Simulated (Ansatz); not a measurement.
BaO (Fm-3m) from a database structure (r2SCAN geometry), in Ansatz:

```
Ba O
1.0
     0.00000    2.77194    2.77194
     2.77194    0.00000    2.77194
     2.77194    2.77194    0.00000
Ba O
1 1
Cartesian
  0.0000 0.0000 0.0000
  2.7719 2.7719 2.7719
```

G0W0@PBE with 315 empty bands, a screening cutoff of 220 eV and a 6×6×6 mesh (PAW, contour deformation) gives 3.311 eV over the mesh points, from a PBE gap of 2.050 eV; it sums over 323 bands with 331 plane waves in the screening and a wave cutoff of 420 eV. G0W0 values are finite-basis, finite-mesh values. No spin polarisation and no zero-point or thermal motion.

Question: Another run gave a Kohn-Sham gap of 2.050 eV and a G0W0 gap of 3.389 eV, summing over 587 bands with 531 plane waves in the screening and a wave cutoff of 420 eV. What was changed?

Answer: Empty bands 579, screening cutoff 300 eV. The counts of bands and plane waves show that both rose or fell; the cutoff follows only within a few eV.

Question: Estimate the gap with starting point PBE0.

Answer: 4.158 eV (+0.847 eV), from a Kohn-Sham gap of 4.054 eV.

Question: Estimate the gap with starting point HSE06.

Answer: 3.925 eV (+0.614 eV), from a Kohn-Sham gap of 3.321 eV.

Question: Another run gave a Kohn-Sham gap of 2.050 eV and a G0W0 gap of 3.123 eV, summing over 135 bands with 137 plane waves in the screening and a wave cutoff of 420 eV. What was changed?

Answer: Empty bands 127, screening cutoff 120 eV. The counts of bands and plane waves show that both rose or fell; the cutoff follows only within a few eV.

Spin-orbit coupling is left out.
